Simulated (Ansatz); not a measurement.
Tuning gaps by epitaxial strain

Plane-wave DFT in Ansatz, r2SCAN, scalar-relativistic PAW potentials, cutoff 500 eV, no spin-orbit coupling; no spin polarisation. Equal strain along a and b of the conventional cell, c and the atoms relaxed; gaps sought over the whole zone.

```tsv
crystal	strain: gap (eV)
GaN (P6_3mc)	-6.0 %: 2.315; -4.0 %: 2.417; -2.0 %: 2.423; +0.0 %: 2.351; +2.0 %: 2.099; +4.0 %: 1.815; +6.0 %: 1.546
SiC (P6_3mc)	-6.0 %: 1.720; -4.0 %: 2.089; -2.0 %: 2.397; +0.0 %: 2.652; +2.0 %: 2.783; +4.0 %: 2.594; +6.0 %: 2.314
TiO₂ (I4_1/amd)	-3.0 %: 2.882; -2.0 %: 2.756; -1.0 %: 2.637; +0.0 %: 2.529; +1.0 %: 2.432; +2.0 %: 2.350; +3.0 %: 2.279
SnO₂ (P4_2/mnm)	-6.0 %: 2.406; -4.0 %: 2.196; -2.0 %: 1.980; +0.0 %: 1.768; +2.0 %: 1.577; +4.0 %: 1.424; +6.0 %: 1.321
SnO (P4/nmm)	-6.0 %: 0.730; -4.0 %: 0.141; -2.0 %: 0.145; +0.0 %: 0.363; +2.0 %: 0.650; +4.0 %: 0.926; +6.0 %: 1.166
```

Q: What are the slopes on either side of zero strain, and why can they differ?

A: GaN (P6_3mc) -36 and -126; SiC (P6_3mc) +128 and +66; TiO₂ (I4_1/amd) -108 and -97; SnO₂ (P4_2/mnm) -106 and -96; SnO (P4/nmm) +109 and +144 meV per % (over the first step on the compressive side, then on the tensile side; a positive slope means the gap grows as the plane is stretched). The slope drops from the first side to the second in GaN (P6_3mc), SiC (P6_3mc). The gap is the smallest distance between any valence top and conduction valley, so its slope drops where another pair takes over. In GaN (P6_3mc), SiC (P6_3mc) the strain keeps the symmetry, so nothing splits at zero; most likely two bands or valleys cross within a step of it. A crossing can only lower the slope, so where it rises, as in SnO (P4/nmm), the cause is curvature. Relaxations kept the strained cell's symmetry, so distortions at large strain weren't sought, and coherent films seldom hold more than 2 to 3 %. The slope of one pair of band edges is as a rule more reliable than the Kohn–Sham gap, while the strain at which pairs cross shifts with the functional.

Cost: about 56 core-minutes for the runs cited, on AMD EPYC 7R43 (Zen 3), Arm Neoverse V1, Intel Xeon Processor @ 2.50GHz (Skylake/Cascade Lake) and other processors (shared hosts).